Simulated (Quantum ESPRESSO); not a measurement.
# HgTe and the effect of the dispersion correction

The cell as given:

Space group F-43m (No. 216). a = 6.429 Å, b = 6.429 Å, c = 6.429 Å, α = 90.00°, β = 90.00°, γ = 90.00°
```json
{"atom": "Hg", "site": "4a", "symmetry": "-43m", "x": "0.0000", "y": "0.0000", "z": "0.0000"}
{"atom": "Te", "site": "4c", "symmetry": "-43m", "x": "0.2500", "y": "0.2500", "z": "0.2500"}
```

Kept alike: task relaxation of cell and atoms; functional PBEsol; k mesh 7 × 7 × 7; occupations fermi-dirac, width 0.05 eV; no spin polarisation. Program: Quantum ESPRESSO, GBRV 1.5 PBEsol, cutoff 612 eV. The mesh is that of the run's cell of 2 atoms. No spin-orbit coupling.

| dispersion correction | volume (Å³/atom) |
| --- | --- |
| D3(zero) | 33.844 |
| D3(BJ) | 33.720 |
| D4 | 33.974 |
| none | 34.768 |
| rVV10 | 33.251 |

The relaxations keep at least the cell's symmetry (F-43m). For a metal such a mesh leaves the last digits unconverged. Relaxations stop with a little pressure left, so the last digits of a volume or edge aren't settled.

Problem. What does the dispersion correction change here?

Solution. The volume runs from 33.251 (rVV10) to 34.768 Å³/atom (none). Against no correction: D3(zero) -2.7 %; D3(BJ) -3.0 %; D4 -2.3 %; rVV10 -4.4 %. Dispersion terms mostly attract and so lower the volume; the schemes' coefficients and damping set how far. Measured: 33.73 Å³/atom at 300 K (a printed reference work); nearest D3(BJ), 0.01 Å³/atom off. The runs are for a static lattice.
